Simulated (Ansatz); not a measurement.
**AlFe (Pm-3m)**

Computed with Ansatz, DFT PBEsol, scalar-relativistic, plane waves, PAW.

Cutoff 420 eV; k points 14×14×14 on the computed 2-atom cell (Γ-centred); Gaussian smearing, width 0.10 eV; collinear spin from starting moments 0 0.75 μB.

The structure is relaxed at this level of theory with its symmetry kept. Whether it is the stable form of this composition wasn't checked.

```cif
data_structure
_symmetry_space_group_name_H-M 'P 1'
_symmetry_Int_Tables_number 1
_cell_length_a 2.8450
_cell_length_b 2.8450
_cell_length_c 2.8450
_cell_angle_alpha 90.000
_cell_angle_beta 90.000
_cell_angle_gamma 90.000
_cell_volume 23.03
loop_
_atom_site_label
_atom_site_type_symbol
_atom_site_fract_x
_atom_site_fract_y
_atom_site_fract_z
_atom_site_occupancy
Al1 Al 0.00000 0.00000 0.00000 1
Fe1 Fe 0.50000 0.50000 0.50000 1
```

```json
{
 "Space group": "Pm-3m (No. 221)",
 "Volume per atom": "11.51 Å³",
 "Formation energy from the elements' standard states (uncorrected)": "-0.347 eV/atom",
 "Kohn–Sham band gap": "none (metal)",
 "Density of states at the Fermi level": "2.05 states/eV per cell",
 "Löwdin character within 0.5 eV of the Fermi level": "Fe 3d 90 %",
 "Bulk modulus": "190 GPa",
 "Its pressure derivative": "4.2",
 "Bader charges (e)": "Al (1 in the cell) 1.76, Fe (1 in the cell) -1.76",
 "Total moment": "0.66 μB per cell",
 "Site moments (μB; atoms counted from 1 over the whole cell)": "Fe (atom 2) 0.68"
}
```

Only this magnetic start was tried.